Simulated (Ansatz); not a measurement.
Crystal: TaN.

```
Ta N
1.0
     0.00000    2.21132    2.21132
     2.21132    0.00000    2.21132
     2.21132    2.21132    0.00000
Ta N
1 1
Direct
  0.50000 0.50000 0.50000
  0.00000 0.00000 0.00000
```

The cell comes from a database or a generator and needn't be the stable form of this composition.

Base run:

```yaml
Program: Ansatz 0.2.0
Functional: LDA
Potentials_or_basis: Ansatz PAW
Cutoff: "420 eV (not typed: the program's choice for these potentials)"
k_mesh: 10 × 10 × 10
Occupations: fermi-dirac, width 0.05 eV
Spin: no spin polarisation
```

Its results: band gap on the k mesh none (metal or under the smearing width); pressure -17.2 GPa.

Q: After a change of settings the same cell gave: band gap on the k mesh none (metal or under the smearing width); pressure -6.2 GPa. Which change was it?
A. functional from LDA to PBE
B. functional from LDA to r2SCAN; cutoff from 420 eV (not typed: the program's choice for these potentials) to 500 eV (not typed: the program's choice for these potentials)
C. functional from LDA to PBEsol
D. functional from LDA to PBEsol; spin from no spin polarisation to spin-orbit coupling, no magnetisation; potential files from those of the base run to others of the same set

A: B.

Caveats: spin-orbit coupling is left out, which moves the levels of the heavy elements; the PAW data sets come from PBE, with cores solved anew for the run's functional, which leaves a small shift of forces and pressure.
